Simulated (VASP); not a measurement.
# Sc (P6_3/mmc) in VASP: further runs

Aim: see how the results for Sc move with the level of theory and the settings. Levels: PBEsol, PBEsol+D3, revPBE+D2+U, PBE. Tasks: single point, atomic charges, electron localisation function.

Everything below comes from runs of VASP 6.6.1. Logs are shortened: lines on timing, memory, paths and dates and some standing lists are left out, and cuts for length are marked.

## 1. Starting point

The structure is hexagonal, space group P6_3/mmc (No. 194). The conventional cell has a = 3.309 Å, b = 3.309 Å, c = 5.273 Å, α = 90.00°, β = 90.00°, γ = 120.00°. Around Sc (site symmetry -6m2) lie 12 Sc at 3.26 to 3.31 Å.

## 2. Single point, PBEsol

Input file INCAR:

```
SYSTEM = Sc
PREC = Accurate
ENCUT = 550
EDIFF = 1E-6
ISMEAR = 0
SIGMA = 0.02
LREAL = .FALSE.
LASPH = .TRUE.
NELM = 100
ALGO = Fast
ISIF = 2
LWAVE = .FALSE.
LCHARG = .FALSE.
GGA = PS
NBANDS = 18
```

Input file KPOINTS:

```
Automatic mesh
0
G
  9 9 5
  0 0 0
```

Input file POSCAR:

```
Sc
3.309
    1.000000000000      0.000000000000      0.000000000000
   -0.500000000000      0.866025403778      0.000000000000
    0.000000000000      0.000000000000      1.593623451194
Sc
2
Direct
    0.6666666667      0.3333333333      0.7500000000
    0.3333333333      0.6666666667      0.2500000000
```

Potentials or basis: VASP PAW PBE potentials, release 64 (Sc_sv_GW).

Run with:

```
$ cat potpaw_PBE.64/Sc_sv_GW/POTCAR > POTCAR
$ mpirun -np 1 vasp_std > vasp.out
```

OUTCAR:

```text
SYSTEM = Sc
   PREC = Accurate
   ENCUT = 550
   EDIFF = 1E-6
   ISMEAR = 0
   LREAL = .FALSE.
   LASPH = .TRUE.
   NELM = 100
   ISIF = 2
   GGA = PS

 ion  position               nearest neighbor table
   1  0.667  0.333  0.750-
   2  0.333  0.667  0.250-

  LATTYP: Found a hexagonal cell.
 ALAT       =     3.3090000000
 C/A-ratio  =     1.5936234512

  Lattice vectors:

 A1 = (   3.3090000000,   0.0000000000,   0.0000000000)
 A2 = (  -1.6545000000,   2.8656780611,   0.0000000000)
 A3 = (   0.0000000000,   0.0000000000,   5.2733000000)

Analysis of symmetry for initial positions (statically):
=====================================================================
 Subroutine PRICEL returns:
 Original cell was already a primitive cell.

 Routine SETGRP: Setting up the symmetry group for a
 hexagonal supercell.

 Subroutine GETGRP returns: Found 24 space group operations
 (whereof 12 operations were pure point group operations)
 out of a pool of 24 trial point group operations.

The static configuration has the point symmetry D_3d.
 The point group associated with its full space group is D_6h.

Analysis of symmetry for dynamics (positions and initial velocities):
=====================================================================
 Subroutine PRICEL returns:
 Original cell was already a primitive cell.

 Routine SETGRP: Setting up the symmetry group for a
 hexagonal supercell.

 Subroutine GETGRP returns: Found 24 space group operations
 (whereof 12 operations were pure point group operations)
 out of a pool of 24 trial point group operations.

The dynamic configuration has the point symmetry D_3d.
 The point group associated with its full space group is D_6h.

 Subroutine INISYM returns: Found 24 space group operations
 (whereof 12 operations are pure point group operations),
 and found     1 'primitive' translations

----------------------------------------------------------------------------------------

                                     Primitive cell

  volume of cell :      50.0042

  direct lattice vectors                    reciprocal lattice vectors
     3.309000000  0.000000000  0.000000000     0.302206105  0.174478776  0.000000000
    -1.654500000  2.865678061  0.000000000     0.000000000  0.348957552  0.000000000
     0.000000000  0.000000000  5.273300000     0.000000000  0.000000000  0.189634574

[... 92 lines left out ...]
   ENCUT  =  550.0 eV  40.42 Ry    6.36 a.u.   6.33  6.33 10.08*2*pi/ulx,y,z
   NELM   =    100;   NELMIN=  2; NELMDL= -5     # of ELM steps
   EDIFF  = 0.1E-05   stopping-criterion for ELM
   LREAL  =      F    real-space projection
   EDIFFG = 0.1E-04   stopping-criterion for IOM
   NSW    =      0    number of steps for IOM
   IBRION =     -1    ionic relax: 0-MD 1-quasi-New 2-CG
   NFREE  =      0    steps in history (QN), initial steepest desc. (CG)
   ISIF   =      2    stress and relaxation
   ISYM   =      2    0-nonsym 1-usesym 2-fastsym
   POTIM  = 0.5000    time-step for ionic-motion
   TEBEG  =    0.0;   TEEND  =   0.0 temperature during run
   PSTRESS=    0.0 pullay stress
   NELECT =      22.0000    total number of electrons
   NUPDOWN=      -1.0000    fix difference up-down
   EMIN   =  10.00;   EMAX   =-10.00  energy-range for DOS
   EFERMI =   0.00;   METHOD = LEGACY
   ISMEAR =     0;   SIGMA  =   0.02  broadening in eV -4-tet -1-fermi 0-gaus
   EFERMI_NEDOS =   21; number of points for ismear=-14 and -15
   IALGO  =     68    algorithm
   IMIX   =      4    mixing-type and parameters
     AMIX     =   0.40;   BMIX     =  1.00
     AMIX_MAG =   1.60;   BMIX_MAG =  1.00
  volume/ion in A,a.u.               =      25.00       168.72
  Fermi-wavevector in a.u.,A,eV,Ry     =   1.245127  2.352948 21.093660  1.550340
  Thomas-Fermi vector in A             =   2.379363
   LORBIT       =      0    0 simple, 1 ext, 2 COOP (PROOUT), +10 PAW based schemes
   GGA     = PS    functional components
   LHFCALC =     F    Hartree Fock is set to
   AEXX    =    0.0000 exact exchange contribution
   IVDW    =     0    specifies the selected vdW correction
   LEPSILON=     F    determine dielectric tensor
   LRPA    =     F    only Hartree local field effects (RPA)
 non-spin polarized calculation
 RMM-DIIS sequential band-by-band and
 Gauss-broadening in eV      SIGMA  =   0.02
  energy-cutoff  :      550.00
  volume of cell :       50.00
 maximum number of plane-waves:      1481
 NGX is ok and might be reduce to    28
   NGX = 13   NGY = 13   NGZ = 21

 number of electron      22.0000000 magnetization

 Free energy of the ion-electron system (eV)
  ---------------------------------------------------
  ext. energy  EPLUGINS =         0.00000000
  ---------------------------------------------------
  free energy    TOTEN  =       -18.07915872 eV

  energy without entropy =      -18.07768328  energy(sigma->0) =      -18.07842100

 E-fermi :   5.6950     XC(G=0):  -9.9330

 val. band max:        5.6893683225   @ k =   0.3333   0.1111   0.4000
 cond. band min:       5.7035171114   @ k =   0.4444   0.1111   0.4000
 fundamental gap:      0.0141487889
 Fermi energy:         5.6950449769

 k-point     1 :       0.0000    0.0000    0.0000
  band No.  band energies     occupation
      1     -43.5620      2.00000
      2     -43.4998      2.00000
      3     -22.4505      2.00000
      4     -22.1229      2.00000
      5     -22.1229      2.00000
      6     -22.0648      2.00000
[... 733 lines left out ...]
      5     -22.2981      2.00000
      6     -22.2592      2.00000
[... 10 lines left out ...]
     17       9.2774      0.00000
     18       9.2790      0.00000

------------------------ aborting loop because EDIFF is reached ----------------------------------------

  FORCE on cell =-STRESS in cart. coord.  units (eV):
  Direction    XX          YY          ZZ          XY          YZ          ZX
  --------------------------------------------------------------------------------------
  -------------------------------------------------------------------------------------
  Total       -0.5288014     -0.5288014     -1.0784237      0.0000000      0.0000000      0.0000000
  in kB      -16.9432418    -16.9432418    -34.5536044      0.0000000      0.0000000      0.0000000
  external PRESSURE =     -22.8133627 kB  Pullay stress =       0.0000000 kB

 VOLUME and BASIS-vectors are now :
 -----------------------------------------------------------------------------
  energy-cutoff  :      550.00
  volume of cell :       50.00
      direct lattice vectors                 reciprocal lattice vectors
     3.309000000  0.000000000  0.000000000     0.302206105  0.174478776  0.000000000
    -1.654500000  2.865678061  0.000000000     0.000000000  0.348957552  0.000000000
     0.000000000  0.000000000  5.273300000     0.000000000  0.000000000  0.189634574

 POSITION                                       TOTAL-FORCE (eV/Angst)
 -----------------------------------------------------------------------------------
      1.65450      0.95523      3.95498         0.000000      0.000000      0.000000
     -0.00000      1.91045      1.31833        -0.000000     -0.000000      0.000000
 -----------------------------------------------------------------------------------
    total drift:                               -0.000000      0.000000     -0.000000

  FREE ENERGIE OF THE ION-ELECTRON SYSTEM (eV)
  ---------------------------------------------------
  free  energy   TOTEN  =       -18.0791587195 eV

  energy  without entropy=      -18.0776832779  energy(sigma->0) =      -18.07842100
```

Wall time 2 min (1 thread of Intel Xeon Platinum 8488C (Sapphire Rapids), shared host); peak memory 0.19 GiB.

Results:

```yaml
Free_energy: -18.0792 eV
Pressure: -2.3 GPa
Band_gap_on_the_k_mesh: none (metal or under the smearing width)
```

Stress tensor (GPa, compression positive):
```
-1.69  0.00  0.00
 0.00 -1.69  0.00
 0.00  0.00 -3.46
```

Levels at points of the mesh, in eV from the Fermi level:
| k point | band 7 | band 8 | band 9 | band 10 | band 11 | band 12 | band 13 | band 14 | band 15 | band 16 |
| --- | --- | --- | --- | --- | --- | --- | --- | --- | --- | --- |
| (0.00, 0.00, 0.00) | -27.76 | -27.74 | -5.09 | -1.66 | 0.45 | 1.59 | 1.59 | 1.70 | 2.00 | 2.00 |

Caveat: the PAW data sets were made with another functional, which shifts forces and pressure a little.

## 3. Single point, PBEsol

Input file run.py:

```python
from ase import Atoms
from ase.calculators.vasp import Vasp
from ase.dft.bandgap import bandgap

atoms = Atoms(
    ['Sc', 'Sc'],
    cell=[[3.309, 0.0, 0.0], [-1.6545, 2.8656780611, 0.0], [0.0, 0.0, 5.2733]],
    scaled_positions=[[0.6666666667, 0.3333333333, 0.75], [0.3333333333, 0.6666666667, 0.25]],
    pbc=True,
)
calc = Vasp(
    directory='calc',
    xc='pbesol',
    pp='PBE',
    setups='gw',
    prec='Accurate',
    encut=550,
    ediff=1e-06,
    ismear=0,
    sigma=0.02,
    lreal=False,
    lasph=True,
    nelm=80,
    algo='Normal',
    isif=2,
    lwave=False,
    lcharg=False,
    kpts=[9, 9, 5],
    gamma=True,
)
atoms.calc = calc

print('energy (eV):', atoms.get_potential_energy())
print('free energy (eV):', atoms.get_potential_energy(force_consistent=True))
print('forces (eV/A):')
print(atoms.get_forces())
print('stress (eV/A^3, Voigt):', atoms.get_stress())
print('Fermi level (eV):', calc.get_fermi_level())
gap, top, bottom = bandgap(calc)
print('band gap (eV):', gap, 'from (spin, k, band)', top, 'to', bottom)
```

Potentials or basis: VASP PAW PBE potentials, release 64 (Sc_sv_GW).

Run with:

```
$ python run.py
```

Run time: 45 s. Hardware: 1 thread of Intel Xeon Platinum 8488C (Sapphire Rapids), shared host; peak memory 0.2 GiB.

It converged, with:

| Property | Result |
| --- | --- |
| Free energy | -18.0790 eV |
| Pressure | -3.4 GPa |
| Band gap on the k mesh | none (metal or under the smearing width) |

Stress tensor (GPa, compression positive):
```
-2.80  0.00  0.00
 0.00 -2.80  0.00
 0.00  0.00 -4.57
```

Levels at points of the mesh, in eV from the Fermi level:
| k point | band 9 | band 10 | band 11 | band 12 | band 13 | band 14 |
| --- | --- | --- | --- | --- | --- | --- |
| (0.00, 0.00, 0.00) | -5.10 | -1.66 | 0.44 | 1.60 | 1.60 | 1.72 |

Caveat: the PAW data sets were made with another functional, which shifts forces and pressure a little.

[end of part 1 of 2]
